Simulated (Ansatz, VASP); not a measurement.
**Al in VASP and in Ansatz**

Contents of INCAR:

```
SYSTEM = Al
PREC     = Accurate       ! precision mode
ENCUT    = 520            ! plane-wave cutoff, eV
EDIFF    = 1E-6           ! SCF threshold, eV
ISMEAR   = 0              ! smearing method
SIGMA    = 0.15           ! smearing width, eV
LREAL    = .False.        ! projectors in reciprocal space
LASPH    = .True.         ! aspherical terms in the spheres
NELM     = 100            ! most SCF steps
ALGO     = Normal         ! electronic algorithm
ISIF     = 2              ! what is computed and relaxed
LWAVE    = .False.        ! write WAVECAR
LCHARG   = .False.        ! write CHGCAR
GGA      = PS             ! functional
NBANDS   = 8              ! bands
```

File KPOINTS:

```
Automatic mesh
0
Gamma
  20 20 20
  0 0 0
```

POSCAR

```
Al
1.0
    0.0000000000      1.9227810000      2.1251790000
    1.9227810000      0.0000000000      2.1251790000
    1.9227810000      1.9227810000      0.0000000000
Al
1
Direct
    0.0000000000      0.0000000000      0.0000000000
```

Input for Ansatz:

```yaml
crystal:
  lattice:
    - [0.0, 1.922781, 2.125179]
    - [1.922781, 0.0, 2.125179]
    - [1.922781, 1.922781, 0.0]
  atoms:
    - { symbol: Al, position: [0.0, 0.0, 0.0] }
basis:
  ecutwfc: 420
kpoints:
  mp_grid: { grid: [20, 20, 20] }
hamiltonian:
  xc: pbesol
scf:
  occupations: { method: gaussian, width: 0.15 }
output:
  forces: true
  stress: true
  eigenvalues: true
```

Change from the starting cell: strain -0.050 along x and y, +0.050 along z, atoms carried along.

Alike in both runs: task single point; functional PBEsol; k mesh 20 × 20 × 20; occupations gaussian, width 0.15 eV; no spin polarisation.

|  | VASP | Ansatz |
| --- | --- | --- |
| version | VASP 6.6.1 | Ansatz 0.2.0 |
| potentials or method | VASP PAW PBE potentials, release 64 (Al) | scalar-relativistic, plane waves, PAW |
| plane-wave cutoff (eV) | 520 | 420 |
| valence electrons in the cell | 3 | 3 |

```tsv
	VASP	Ansatz	Ansatz less VASP
gap on the k mesh at the Fermi level (eV)	none	none	-
pressure (GPa)	3.5	3.4	-0.08
largest component of the traceless stress (GPa)	5.38	5.35	-0.034
```

A gap of «none» marks a metal or a gap that the smearing closes.

Caveats: the PAW data sets were made with another functional, which shifts forces and pressure a little (VASP).
